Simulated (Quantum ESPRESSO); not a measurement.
As:

```
As
1.0
     2.70368    0.00000    0.00000
     0.00000    2.70368    0.00000
     0.00000    0.00000    2.70368
As
1
Cartesian
  1.3518 1.3518 1.3518
```

This isn't the form of As at room conditions, which is rhombohedral.

```yaml
Program: Quantum ESPRESSO 7.5
Task: relaxation of cell and atoms
Functional: PBEsol
Dispersion: D4
Potentials_or_basis: GBRV 1.5 PBEsol
Cutoff: 612 eV
Density_cutoff: 4898 eV
k_mesh: 10 × 10 × 10
Occupations: fermi-dirac, width 0.05 eV
Spin: no spin polarisation
```

At the start: pressure -3.3 GPa; volume 19.76 Å³/atom.

**Question.** How do energy, volume and symmetry change on relaxing?

**Answer.** Over 3 steps the energy falls by 7.4 meV/atom and the volume is 19.04 Å³/atom (-3.7 %); space group Pm-3m (No. 221, to 0.05 Å).

The path:
```csv
step,energy change (eV),largest force (eV/Å),pressure (GPa),volume (Å³)
1,0.0000,0.0000,-3.28,19.76
2,-0.0053,0.0000,-1.79,19.42
3,-0.0074,0.0000,0.08,19.04
```

Final structure:
```yaml
crystal:
  lattice:
    - [2.67013, 0.00000, 0.00000]
    - [0.00000, 2.67013, 0.00000]
    - [0.00000, 0.00000, 2.67013]
  atoms:
    - { symbol: As, position: [0.50000, 0.50000, 0.50000] }
```

Caveat: pairwise dispersion overbinds metals, which lowers pressure and volume.
